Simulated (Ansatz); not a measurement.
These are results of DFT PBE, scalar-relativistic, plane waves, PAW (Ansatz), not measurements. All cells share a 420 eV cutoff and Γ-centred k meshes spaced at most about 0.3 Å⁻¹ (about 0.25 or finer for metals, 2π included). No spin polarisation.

Each guess is relaxed in cell and atoms at zero pressure, on a coarse mesh first where it starts far from rest and then on a converged one. The steps can't lower the symmetry of the start, but it can rise. Energies are static (0 K, no zero-point motion).

Two unrelaxed guesses for Zn2CdTe3:

A.

```
Zn Cd Te
1.0
     6.14811    0.00000    0.00000
    -3.07405    5.32442    0.00000
     0.00000    0.00000    5.11340
Zn Cd Te
2 1 3
Direct
  0.33333 0.66667 0.00000
  0.66667 0.33333 0.00000
  0.00000 0.00000 0.00000
  0.50000 0.00000 0.50000
  0.00000 0.50000 0.50000
  0.50000 0.50000 0.50000
```

B.

```
Zn Cd Te
1.0
     4.61613    0.00000    0.00000
     0.00000    4.61613    0.00000
     0.00000    0.00000    7.74406
Zn Cd Te
2 1 3
Direct
  0.50000 0.00000 0.14810
  0.00000 0.50000 0.14810
  0.00000 0.00000 0.66835
  0.00000 0.00000 0.21195
  0.50000 0.00000 0.82577
  0.00000 0.50000 0.82577
```

**Question.** Which guess leads to the lower structure, and by how much?

**Answer.** B ends lower, by 116 meV/atom. A: P6/mmm at 27.9 Å³/atom → P6/mmm at 29.2 Å³/atom; B: P4mm at 27.5 Å³/atom → P4mm at 36.5 Å³/atom. Counting Te atoms around Cd and Zn (those within 1.25 times the shortest such distance or 1.15 times the sum of covalent radii; a plus sign parts nearer from farther groups; the shortest distance is added where it is long for a bond), the end of A has Zn 6, Cd 12 from 4.1 Å and the end of B has Zn 1+2, Cd 5. End of A. Conventional cell: a = 7.172 Å, c = 3.935 Å. Zn is surrounded by 6 Te at 2.86 Å, 5 Zn at 3.94–4.14 Å and 3 Cd at 4.14 Å; Cd has 2 Cd at 3.94 Å, 12 Te at 4.09 Å and 6 Zn at 4.14 Å; Te has 4 Zn at 2.86 Å, 4 Te at 3.59 Å, 2 Te at 3.94 Å and 4 Cd at 4.09 Å. End of B. Conventional cell: a = 5.445 Å, c = 7.394 Å. Around Zn lie 1 Te at 2.60 Å and 2 Te at 2.87 Å; Cd has 5 Te at 2.89–2.90 Å; Te on a site of symmetry 4mm has 4 Zn at 2.87 Å and 1 Cd at 2.89 Å; 1 more site not described.

Ends held by symmetry can be saddle points. Even the lowest of the cells shown lies +0.06 eV/atom against the elements. Spin–orbit coupling, which can matter for Te, is left out. Some types were kept out of the candidates beforehand, so the set may lack a known form.
